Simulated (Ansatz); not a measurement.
# RbBr: the cost of one run

Method: DFT PBE, scalar-relativistic, plane waves, PAW, in Ansatz 0.2.0.

### Step 1. The starting structure

The structure is cubic, space group Pm-3m (No. 221). The conventional cell has a = 4.126 Å, b = 4.126 Å, c = 4.126 Å, α = 90.00°, β = 90.00°, γ = 90.00°. Rb (site symmetry m-3m) is surrounded by 8 Br at 3.57 Å. Br (site symmetry m-3m) has 8 Rb at 3.57 Å as nearest neighbours.

As a file:

```
Rb Br
1.0
     4.12608    0.00000    0.00000
     0.00000    4.12608    0.00000
     0.00000    0.00000    4.12608
Rb Br
1 1
Cartesian
  4.1261 0.0000 0.0000
  2.0630 2.0630 2.0630
```

The structure comes from the Materials Project (structure only).

### Step 2. A change within a subgroup

Against the listed cell: strain xx, yy, zz, yz, xz, xy = +7.0, +7.0, -2.0, +5.7, +5.7, +2.3 %; atoms moved by 0.25 Å root mean square, at most 0.25 Å.

Contents of input.yaml:

```yaml
crystal:
  lattice:
    - [4.4150677541, 0.0941158232, 0.236836837]
    - [0.0941158232, 4.4150677541, 0.236836837]
    - [0.236836837, 0.236836837, 4.0437207971]
  atoms:
    - { symbol: Rb, position: [0.0428437672, -0.0428437672, 0.0] }
    - { symbol: Br, position: [0.4571562328, 0.5428437672, 0.5] }
basis:
  ecutwfc: 420
kpoints:
  mp_grid: { grid: [6, 6, 6] }
hamiltonian:
  xc: pbe
scf:
  occupations: { method: gaussian, width: 0.02 }
output:
  forces: true
  stress: true
  eigenvalues: true
```

Command:

```console
> ansatz run input.yaml --threads 1 --pin off --max-ram 1331MiB --backend cpu --events-out ev --progress --plain --runs-dir out
```

Q: Estimate wall time and peak memory on 1 thread of an x86-64 CPU, shared host.

About 9.7 s, with a peak of 0.39 GiB.
